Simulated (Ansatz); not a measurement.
Born–Oppenheimer molecular dynamics of a periodic cell of 30 atoms, BaTiO3 (surface BaTiO3(111)). It starts from a partly relaxed structure (largest force component 0.08 eV/Å).

Level of theory: Ansatz 0.2.0, DFT PBEsol, scalar-relativistic, plane waves, PAW. Settings: accuracy low, PAW set soft_1, cutoff 420 eV, k mesh 2x2x1, fermi-dirac smearing 0.02 eV, no spin polarisation.

```
ensemble        : NVT, Langevin thermostat
time step       : 1 fs
steps asked     : 110
set temperature : 300 K
friction        : 0.01 /fs
atoms held      : 1 to 10
seed            : 826505
```

First frame:

```xyz
30
Lattice="6.9337 0.0000 0.0000 -4.6428 6.5586 0.0000 0.0000 0.0000 18.0507" Properties=species:S:1:pos:R:3
Ba 0.000 0.000 1.000
Ti -1.176 6.497 1.035
O 4.612 0.873 2.379
O -0.046 4.937 1.015
O -2.306 5.726 2.392
Ba 4.612 3.279 1.000
Ti 1.145 3.218 1.035
O 2.291 4.152 2.379
O 2.275 1.658 1.015
O 0.016 2.447 2.392
Ba 2.313 1.631 4.146
Ti 5.777 1.625 4.107
O -0.024 2.442 5.194
O 6.939 0.008 3.603
O 4.654 0.831 5.206
Ba -0.009 4.910 4.146
Ti 3.456 4.905 4.107
O -2.346 5.721 5.194
O 4.617 3.287 3.603
O 2.333 4.111 5.206
Ba 4.557 3.229 7.462
Ti 1.094 3.231 7.037
O 2.213 4.028 8.139
O 2.274 1.607 6.674
O -0.025 2.437 8.127
Ba 2.236 6.508 7.462
Ti -1.227 6.510 7.037
O 4.535 0.748 8.139
O -0.048 4.886 6.674
O -2.346 5.716 8.127
```

(1) What does the run give?

(2) What happens to the structure?

(3) How do temperature and energy run in time?

## Answers

(1) The run went to its last step.

```json
{
 "steps done": "110",
 "time covered": "110 fs",
 "mean temperature over the second half": "210 K",
 "spread of the potential energy over the second half": "1.5 meV per atom",
 "mean potential energy of the second half above the start": "19.2 meV per atom"
}
```

The mean temperature of the second half is 30 % below the set value. A run of 0.11 ps of so small a system gives no equilibrium averages. Limits of this set-up: coarse k mesh, thin slab, slab without dipole correction, PAW files made for another functional, a typed lattice constant that wasn't relaxed here, low accuracy level.

(2) Mean squared displacements from the first frame to the last: Ba 0.02 Å², Ti 0.01 Å², O 0.01 Å². The details hang on the random start.

(3) 
| time (fs) | T (K) | potential energy less start (eV) |
| --- | --- | --- |
| 0 | 300 | 0.000 |
| 5 | 299 | 0.080 |
| 10 | 236 | 0.228 |
| 15 | 203 | 0.348 |
| 20 | 195 | 0.423 |
| 25 | 175 | 0.487 |
| 30 | 164 | 0.506 |
| 35 | 203 | 0.490 |
| 40 | 226 | 0.449 |
| 45 | 228 | 0.455 |
| 50 | 242 | 0.502 |
| 55 | 195 | 0.590 |
| 60 | 207 | 0.645 |
| 65 | 191 | 0.643 |
| 70 | 223 | 0.618 |
| 75 | 231 | 0.598 |
| 80 | 239 | 0.562 |
| 85 | 245 | 0.507 |
| 90 | 212 | 0.525 |
| 95 | 195 | 0.557 |
| 100 | 191 | 0.546 |
| 105 | 209 | 0.539 |
| 110 | 197 | 0.589 |

Run time: 17 min on 4 threads of Arm Neoverse V2, on a shared host, peak memory 2.8 GiB.
